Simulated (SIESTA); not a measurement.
TiSi2 in SIESTA: the effect of basis

TiSi2:

```
CELL_PARAMETERS angstrom
0.00000 4.11752 4.26290
2.38951 0.00000 4.26290
2.38951 4.11752 0.00000
ATOMIC_POSITIONS crystal
Ti 0.75000 0.75000 0.75000
Ti 0.50000 0.50000 0.50000
Si 0.41257 0.08743 0.41257
Si 0.08743 0.41257 0.08743
Si 0.16257 0.83743 0.16257
Si 0.83743 0.16257 0.83743
```

The cell is a database's computed one.

Alike in all runs:

- Program: SIESTA 5.4.2
- Task: band structure
- Functional: PBEsol
- Potentials or basis: PseudoDojo 0.4 standard (PBEsol files)
- Grid cutoff: 800 Ry
- Energy shift: 0.003 Ry
- k mesh: 7 × 7 × 7
- Occupations: fermi-dirac, width 0.05 eV
- Spin: no spin polarisation

| basis | pressure (GPa) | largest force (eV/Å) |
| --- | --- | --- |
| SZ | 18.0 | 0.29 |
| SZP | ? | ? |
| DZ | 5.8 | 0.24 |
| DZP | -1.3 | 0.05 |
| TZP | -1.8 | 0.06 |
| TZDP | -1.6 | 0.06 |

Task: What does the run with basis SZP give?

Result: Pressure 1.6 GPa; largest force 0.17 eV/Å.

Caveats: the basis of atomic orbitals isn't converged, which shifts pressures, moduli and gaps; the basis has no polarisation orbitals (some runs).
